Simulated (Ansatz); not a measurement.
**LiCl: band gap under strain**

How does strain move the band edges of rocksalt LiCl, and do the functionals agree on it? States: -0.5 % strain along x alone; -5.0 % strain along [111] alone; +2.0 % shear in the xy plane.

Program: Ansatz 0.2.0. PAW datasets, plane waves. Spin-unpolarised throughout; all numbers are computed.

### 1 Starting point

The unstrained cell was relaxed with r2SCAN; in each strained cell the atoms were relaxed again with r2SCAN. Names of k-points are those of the unstrained zone, where strain can split equivalent points. First state: -0.5 % strain along x alone.

The symmetry is I4/mmm (No. 139, tetragonal); a = 3.615 Å, c = 5.087 Å in the conventional setting, 16.62 Å³ an atom. Near Li stand 6 Cl at 2.54–2.56 Å; near Cl stand 6 Li at 2.54–2.56 Å.

The structure in full:

```cif
data_structure
_symmetry_space_group_name_H-M 'I4/mmm'
_symmetry_Int_Tables_number 139
_cell_length_a 3.6148
_cell_length_b 3.6148
_cell_length_c 5.0865
_cell_angle_alpha 90.000
_cell_angle_beta 90.000
_cell_angle_gamma 90.000
_cell_volume 66.46
loop_
_atom_site_label
_atom_site_type_symbol
_atom_site_symmetry_multiplicity
_atom_site_Wyckoff_symbol
_atom_site_fract_x
_atom_site_fract_y
_atom_site_fract_z
_atom_site_occupancy
Li1 Li 2 a 0.00000 0.00000 0.00000 1
Cl1 Cl 2 b 0.00000 0.00000 0.50000 1
```

From earlier runs on the unstrained cell: PBE 6.38 eV, r2SCAN 7.29 eV, HSE06 7.79 eV, G0W0 8.87 eV (on its mesh); a = 5.112 Å.

### 2 -0.5 % strain along x alone: PBE

input.yaml

```yaml
crystal:
  lattice:
    - [0.0, 2.5560369926, 2.5560369926]
    - [2.5432568076, 0.0, 2.5560369926]
    - [2.5432568076, 2.5560369926, 0.0]
  atoms:
    - { symbol: Li, position: [0.0, 0.0, 0.0] }
    - { symbol: Cl, position: [0.5, 0.5, 0.5] }
kpoints:
  mp_grid: { grid: [8, 8, 8] }
  band_path:
    path:
      - [0.0, 0.0, 0.0]
      - [0.5, 0.0, 0.5]
      - [0.625, 0.25, 0.625]
      - [0.375, 0.375, 0.75]
      - [0.5, 0.5, 0.5]
      - [0.5, 0.25, 0.75]
      - [0.0, -0.067708, 0.067708]
    npoints: 1
hamiltonian:
  xc: pbe
scf:
  occupations: { method: fermi_dirac, width: 0.02 }
  n_extra_bands: 4
output:
  forces: true
  stress: true
  eigenvalues: true
```

Run with:

```console
> ansatz run input.yaml --threads 4 --pin off --max-ram 4608MiB --backend cpu --events-out ev --progress --plain --runs-dir out
```

The runs that follow: -0.5 % strain along x alone: r2SCAN; -0.5 % strain along x alone: HSE06; -0.5 % strain along x alone: G0W0@PBE; -5.0 % strain along [111] alone: PBE; -5.0 % strain along [111] alone: r2SCAN; -5.0 % strain along [111] alone: HSE06; -5.0 % strain along [111] alone: G0W0@PBE; +2.0 % shear in the xy plane: PBE; +2.0 % shear in the xy plane: r2SCAN; +2.0 % shear in the xy plane: HSE06; +2.0 % shear in the xy plane: G0W0@PBE.

**Question.** What will these runs give?

**Answer**, as computed:

Least gap in eV (negative: overlap), with the change from the unstrained cell in brackets. G0W0 is on its own coarse mesh.

| state | volume change (%) | PBE | r2SCAN | HSE06 | G0W0 |
| --- | --- | --- | --- | --- | --- |
| -0.5 % strain along x alone | -0.5 | 6.41 (+0.03) | 7.32 (+0.03) | 7.81 (+0.02) | 8.89 (+0.02) |
| -5.0 % strain along [111] alone | -5.0 | 6.33 (-0.05) | 7.09 (-0.20) | 7.69 (-0.10) | 8.82 (-0.05) |
| +2.0 % shear in the xy plane | -0.0 | 6.32 (-0.06) | 7.22 (-0.07) | 7.72 (-0.07) | 8.80 (-0.07) |

The largest move of the HSE06 gap in the table is -0.093 eV, under -5.0 % strain along [111] alone. PBE and HSE06 differ by 1.40 eV on the unstrained gap, and by at most 0.04 eV on its change: the two disagree on the size of the gap but agree on its response to strain. No extrapolation in bands, cutoff or mesh was made for G0W0.
